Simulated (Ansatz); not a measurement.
Crystal: Al2Au.

```
Au Al
1.0
     0.00000    3.00000    3.00000
     3.00000    0.00000    3.00000
     3.00000    3.00000    0.00000
Au Al
1 2
Direct
  0.00000 0.00000 0.00000
  0.75000 0.75000 0.75000
  0.25000 0.25000 0.25000
```

Base run:

* Program: Ansatz 0.2.0
* Functional: PBEsol
* Potentials or basis: Ansatz PAW
* Cutoff: 420 eV
* Density cutoff: 1680 eV
* k mesh: 8 × 8 × 8
* Occupations: fermi-dirac, width 0.05 eV
* Spin: spin-orbit coupling, no magnetisation

Its results: band gap on the k mesh none (metal or under the smearing width); pressure -0.7 GPa.

Task: The run is repeated on the same cell with these changes: spin from spin-orbit coupling, no magnetisation to no spin polarisation; potential files from those of the base run to others of the same set. What comes out?

Result: Band gap on the k mesh none (metal or under the smearing width); pressure 0.1 GPa.

Caveats: the PAW data sets come from PBE, with cores solved anew for the run's functional, which leaves a small shift of forces and pressure.

Not every run made on this cell is shown here.
